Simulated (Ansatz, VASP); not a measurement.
## One calculation of Si, two programs

Contents of INCAR:

```
PREC     = Accurate       # precision mode
ENCUT    = 600            # plane-wave cutoff, eV
EDIFF    = 1E-7           # SCF threshold, eV
ISMEAR   = -1             # smearing method
SIGMA    = 0.05           # smearing width, eV
LREAL    = F              # projectors in reciprocal space
LASPH    = T              # aspherical terms in the spheres
NELM     = 60             # most SCF steps
ALGO     = Normal         # electronic algorithm
ISIF     = 3              # what is computed and relaxed
LWAVE    = F              # write WAVECAR
LCHARG   = F              # write CHGCAR
GGA      = PE             # functional
IVDW     = 13             # dispersion correction
IBRION   = 2              # ionic algorithm
NSW      = 40             # ionic steps
EDIFFG   = -0.005         # ionic threshold
```

The input KPOINTS:

```
Automatic mesh
0
Gamma
  8 8 8
```

File POSCAR:

```
Si
1.0
    0.0000000000      2.7218511865      2.7218511865
    2.7218511865      0.0000000000      2.7218511865
    2.7218511865      2.7218511865      0.0000000000
Si
2
Direct
    0.5000000000      0.5000000000      0.5000000000
    0.7500000000      0.7500000000      0.7500000000
```

The input input.yaml:

```yaml
crystal:
  lattice:
    - [0.0, 2.7218511865, 2.7218511865]
    - [2.7218511865, 0.0, 2.7218511865]
    - [2.7218511865, 2.7218511865, 0.0]
  atoms:
    - { symbol: Si, position: [0.5, 0.5, 0.5] }
    - { symbol: Si, position: [0.75, 0.75, 0.75] }
hamiltonian:
  xc: pbe
  pseudopotentials: { kind: paw }
  dispersion: d4
kpoints:
  mp_grid: { grid: [8, 8, 8] }
scf:
  occupations: { method: fermi_dirac, width: 0.05 }
output:
  forces: true
  stress: true
  write_density: true
  write_potential: true
  elf: true
  volumetric_format: npy
relax:
  f_tol: 0.01
  max_steps: 40
  cell: { stress_tol: 0.05 }
```

Alike in both runs: task relaxation of cell and atoms; functional PBE; dispersion D4; k mesh 8 × 8 × 8; occupations fermi-dirac, width 0.05 eV; no spin polarisation.

```csv
,VASP,Ansatz
version,VASP 6.6.1,Ansatz 0.2.0
potentials or method,"VASP PAW PBE potentials, release 64 (Si)",Ansatz PAW
plane-wave cutoff (eV),600,420
valence electrons in the cell,8,8
```

|  | VASP | Ansatz | Ansatz less VASP |
| --- | --- | --- | --- |
| gap on the k mesh at the Fermi level, each at its own relaxed structure (eV) | 0.60 | 0.60 | -0.001 |
| relaxed volume (Å³/atom) | 19.88 | 19.90 | +0.017 |
| relaxed cell length with the largest relative difference (Å) | 3.831 | 3.832 | +0.0011 |
| energy change over the relaxation (meV/atom) | -1 | -1 | +0.1 |

Caveats: the plane-wave basis is chosen anew once the cell has moved, so the energies of steps on either side of that aren't comparable (Ansatz). A k mesh can miss the band edges. PBE gaps usually lie below the measured ones, often by a third to a half.
